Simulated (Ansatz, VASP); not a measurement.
## BaTiO3: VASP beside Ansatz

```xyz
5
Lattice="3.9699 0.0000 0.0000 0.0000 3.9699 0.0000 0.0000 0.0000 3.9699" Properties=species:S:1:pos:R:3 pbc="T T T"
Ba    0.0000    0.0000    0.0000
Ti    1.9849    1.9849    1.9849
O     1.9849    1.9849    0.0000
O     1.9849    0.0000    1.9849
O     0.0000    1.9849    1.9849
```

Alike in both runs: task single point; functional PBEsol; k mesh 8 × 8 × 8; occupations gaussian, width 0.02 eV; no spin polarisation.

|  | VASP | Ansatz |
| --- | --- | --- |
| version | VASP 6.6.1 | Ansatz 0.2.0 |
| potentials or method | VASP PAW PBE potentials, release 64 (Ba_sv, Ti_sv, O) | scalar-relativistic, plane waves, PAW |
| plane-wave cutoff (eV) | 520 | 420 |
| valence electrons in the cell | 40 | 40 |

```csv
,VASP,Ansatz,Ansatz less VASP
gap on the k mesh at the Fermi level (eV),1.75,1.82,+0.071
least direct gap on the mesh (eV),1.87,1.89,+0.029
pressure (GPa),2.0,0.0,-2.01
```

Ansatz warned: «near_symmetry_operations_not_taken».

Caveats: the PAW data sets were made with another functional, which shifts forces and pressure a little (VASP); spin-orbit coupling is left out, which moves the levels of the heavy elements. A k mesh can miss the band edges. Expect the measured gap to be larger: semilocal functionals such as PBEsol lack the derivative discontinuity.
